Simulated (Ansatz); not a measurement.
GeTe (alpha-GeTe type, space group R3m)

```xyz
2
Lattice="2.0935 1.2087 3.6868 -2.0935 1.2087 3.6868 0.0000 -2.4174 3.6868" Properties=species:S:1:pos:R:3 pbc="T T T"
Ge     0.0000     0.0000     2.5643
Te     0.0000     0.0000     8.4961
```

The slice is a (-1 1 0 4) plane (indices of the conventional cell) through the point (0.232, 0.232, 0.232) (fractional), spanned by u = [1 0 -1] and v = [1 -1 1] in vectors of this cell: u (4.19 Å) and v (6.08 Å, at 90° to u). It covers one period; positions are fractions (u, v).

All values below come from r2SCAN (plane waves to 500 eV, PAW, scalar-relativistic; Ansatz, a quantum-chemistry and plane-wave program). k mesh 10×10×10. Near the nuclei the fields are pseudised (PAW); where an atom keeps semicore shells as valence, they peak there. GeTe was relaxed with its symmetry unable to fall. Spin-orbit coupling is left out, though Te is heavy.

Task: Sketch the electron localisation function (ELF) on this plane as a map.

Result: 
```tsv
v \ u	0.00	0.16	0.32	0.47	0.63	0.79	0.95
0.93	x	0.37	0.29	0.12	0.18	0.38	x
0.86	0.39	0.38	0.14	0.06	0.09	0.35	0.39
0.79	0.64	0.47	0.11	0.02	0.05	0.34	0.62
0.71	0.62	0.64	0.28	0.02	0.12	0.58	0.63
0.64	0.34	0.50	0.50	0.04	0.28	0.56	0.38
0.57	x	0.41	0.58	0.06	0.39	0.51	x
0.50	x	0.44	0.60	0.06	0.39	0.53	x
0.43	0.43	0.56	0.53	0.05	0.29	0.62	0.46
0.36	0.65	0.66	0.28	0.03	0.12	0.61	0.65
0.29	0.39	0.26	0.06	0.02	0.03	0.17	0.38
0.21	0.43	0.27	0.06	0.03	0.04	0.17	0.41
0.14	0.49	0.50	0.19	0.07	0.11	0.49	0.49
0.07	x	0.43	0.35	0.12	0.20	0.46	x
0.00	x	0.32	0.38	0.14	0.24	0.42	x
```

Values: electron localisation function (ELF). Points within 0.5 Å of a nucleus are blanked (x), as the pseudised field means little there.
